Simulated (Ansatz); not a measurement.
# Cu2O: properties at the relaxed cell

One table from this session's results is given with a row withheld; the runs are named, their logs left out.

The COD entry's cell or inner coordinates are ideal or old and differ from later refinements, so a difference from it is no clean test against experiment.

Program: Ansatz 0.2.0. Level of theory: DFT PBEsol, scalar-relativistic, plane waves, PAW. These are calculated values, not measurements.

1 further run of the same task is left out (set aside as unsound or not needed).

### The system as given

The structure is cubic, space group Pn-3m (No. 224). Conventional cell: a = 4.222 Å, b = 4.222 Å, c = 4.222 Å, α = 90.00°, β = 90.00°, γ = 90.00°. Cu (site symmetry -3m) is surrounded by 2 O at 1.83 Å. Around O (site symmetry -43m) lie 4 Cu at 1.83 Å.

Structure file:

```
CELL_PARAMETERS angstrom
4.22235 0.00000 0.00000
0.00000 4.22235 0.00000
0.00000 0.00000 4.22235
ATOMIC_POSITIONS crystal
Cu 0.25000 0.25000 0.25000
Cu 0.25000 0.75000 0.75000
Cu 0.75000 0.75000 0.25000
Cu 0.75000 0.25000 0.75000
O 0.00000 0.00000 0.00000
O 0.50000 0.50000 0.50000
```

This cell was relaxed beforehand with the same method: volume 12.55 Å³/atom, gap on the mesh 0.56 eV.

The first run:

input.yaml reads:

```yaml
crystal:
  lattice:
    - [4.2223527707, 0.0, 0.0]
    - [0.0, 4.2223527707, 0.0]
    - [0.0, 0.0, 4.2223527707]
  atoms:
    - { symbol: Cu, position: [0.25, 0.25, 0.25] }
    - { symbol: Cu, position: [0.25, 0.75, 0.75] }
    - { symbol: Cu, position: [0.75, 0.75, 0.25] }
    - { symbol: Cu, position: [0.75, 0.25, 0.75] }
    - { symbol: O, position: [0.0, 0.0, 0.0] }
    - { symbol: O, position: [0.5, 0.5, 0.5] }
basis:
  ecutwfc: 420
kpoints:
  mp_grid: { grid: [8, 8, 8] }
  band_path:
    path:
      - [[0.0, 0.0, 0.0], [0.0, 0.5, 0.0], [0.5, 0.5, 0.0], [0.0, 0.0, 0.0], [0.5, 0.5, 0.5], [0.0, 0.5, 0.0]]
      - [[0.5, 0.5, 0.5], [0.5, 0.5, 0.0]]
    npoints: 14
hamiltonian:
  xc: pbesol
scf:
  occupations: { method: gaussian, width: 0.02 }
  n_extra_bands: 15
output:
  forces: true
  stress: true
  eigenvalues: true
  populations: true
  dos: { projected: true, de: 0.02, nscf_kmesh: { grid: [12, 12, 12] } }
  bader: true
  write_density: true
  write_potential: true
  elf: true
  volumetric_format: npy
```

Launch:

```sh
> ansatz run input.yaml --threads 2 --pin off --max-ram 5120MiB --backend cpu --events-out ev --progress --plain --runs-dir out
```

Among the steps run: Bands, states and charges; Seeking the band edges over the whole zone; Eigenvalues a small step from each edge; The cell scaled to 0.97 of its volume; Volume × 1.03; Volume × 0.94; The cell scaled to 1.06 of its volume.

One table of the session follows, with a row left open; its other results are not shown here.

It belongs to the step «Equation of state». 

```
volume (Å³/atom)  energy above the lowest point (meV/atom)  pressure (GPa)  gap on the mesh (eV)
          11.793                                      20.8            9.37                  0.72
          12.170                                       4.9            4.28                  0.64
          12.546                                       0.0            0.00                  0.56
          12.923                                         ?               ?                     ?
          13.299                                      16.5           -6.64                  0.43
```

Q: Estimate the row for volume (Å³/atom) = 12.923 from the others.

Worked estimate for «energy above the lowest point (meV/atom)». A straight line through the neighbours (12.546, 0.0) and (13.299, 16.5) gives 0.0 + (16.5 − 0.0) × (12.923 − 12.546) / (13.299 − 12.546) = 8.3; a parabola fitted to 3 rows on both sides gives 3.9.

The run gave: energy above the lowest point (meV/atom): 4.4; pressure (GPa): -3.61; gap on the mesh (eV): 0.49. In «energy above the lowest point (meV/atom)» the line misses by +3.9 and the parabola by -0.5.
